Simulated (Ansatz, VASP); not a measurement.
# One calculation of NaCl, two programs

```xyz
2
Lattice="3.5022 0.0000 0.0000 0.0000 3.5022 0.0000 0.0000 0.0000 3.6773" Properties=species:S:1:pos:R:3 pbc="T T T"
Na    0.0000    0.0000    0.0000
Cl    1.7511    1.7511    1.8386
```

Change from the starting cell: strain +0.000 along x and y, +0.050 along z, atoms carried along.

Alike in both runs: task single point; functional PBE; k mesh 6 × 6 × 6; occupations gaussian, width 0.05 eV; no spin polarisation.

|  | VASP | Ansatz |
| --- | --- | --- |
| version | VASP 6.6.1 | Ansatz 0.2.0 |
| potentials or method | VASP PAW PBE potentials, release 64 (Na_pv, Cl) | scalar-relativistic, plane waves, PAW |
| plane-wave cutoff (eV) | 520 | 420 |
| valence electrons in the cell | 14 | 16 |

```tsv
	VASP	Ansatz	Ansatz less VASP
gap on the k mesh at the Fermi level (eV)	3.69	3.69	-0.001
least direct gap on the mesh (eV)	4.11	4.11	0.000
pressure (GPa)	-1.0	-1.0	+0.05
largest component of the traceless stress (GPa)	2.24	2.24	0.000
```

With one functional, cell and mesh, what is left measures potentials, basis and numerics. The two sets of potentials don't hold the same shells in valence.

A k mesh can miss the band edges.
